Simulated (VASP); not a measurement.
Write the native input for VASP 6.6.1 that does the following.

| Property | Result |
| --- | --- |
| Task | relaxation of the atoms |
| Functional | PBE |
| Potentials or basis | VASP PAW PBE potentials, release 64 (Cu) |
| Cutoff | 520 eV |
| k mesh | 18 × 18 × 1 |
| Occupations | methfessel-paxton, width 0.2 eV |
| Spin | no spin polarisation |
| Further INCAR settings | ALGO = Normal; EDIFF = 1e-06; IBRION = 2; EDIFFG = -0.005; NSW = 40 |

The structure of Cu lies in POSCAR:

```
Cu
1.0
    2.5703331496      0.0000000000      0.0000000000
    0.0000000000      2.5703331496      0.0000000000
    0.0000000000      0.0000000000     29.5400000000
Cu
9
Direct
    0.0000000000      0.0000000000      0.2538930264
    0.5000000000      0.5000000000      0.3154197698
    0.0000000000      0.0000000000      0.3769465132
    0.5000000000      0.5000000000      0.4384732566
    0.0000000000      0.0000000000      0.5000000000
    0.5000000000      0.5000000000      0.5615267434
    0.0000000000      0.0000000000      0.6230534868
    0.5000000000      0.5000000000      0.6845802302
    0.0000000000      0.0000000000      0.7461069736
```

The cell was built by a generator and needn't be a form met in nature.

These files were run (other wordings do the same):

INCAR

```
SYSTEM = Cu
PREC     = Accurate       ! precision mode
ENCUT    = 520            ! plane-wave cutoff, eV
EDIFF    = 1E-6           ! SCF threshold, eV
ISMEAR   = 1              ! smearing method
SIGMA    = 0.2            ! smearing width, eV
LREAL    = .False.        ! projectors in reciprocal space
LASPH    = .True.         ! aspherical terms in the spheres
NELM     = 100            ! most SCF steps
ALGO     = Normal         ! electronic algorithm
ISIF     = 2              ! what is computed and relaxed
LWAVE    = .False.        ! write WAVECAR
LCHARG   = .False.        ! write CHGCAR
GGA      = PE             ! functional
IBRION   = 2              ! ionic algorithm
NSW      = 40             ! ionic steps
EDIFFG   = -0.005         ! ionic threshold
KPAR     = 8
```

KPOINTS

```
Automatic mesh
0
Gamma
  18 18 1
  0 0 0
```

Potentials or basis: VASP PAW PBE potentials, release 64 (Cu).

Run with:

```console
$ cat potpaw_PBE.64/Cu/POTCAR > POTCAR
$ mpirun -np 8 vasp_std > vasp.out
```

Results of the run:

| Quantity | Value |
| --- | --- |
| Energy gained by relaxing | 1.2 meV/atom |
| Ionic steps | 24 |
| Band gap on the k mesh | none (metal or under the smearing width) |

It took 28 min on 8 MPI ranks on Intel(R) Xeon(R) Platinum 8488C (Sapphire Rapids), with other jobs on the host, peak memory 0.62 GiB a rank.
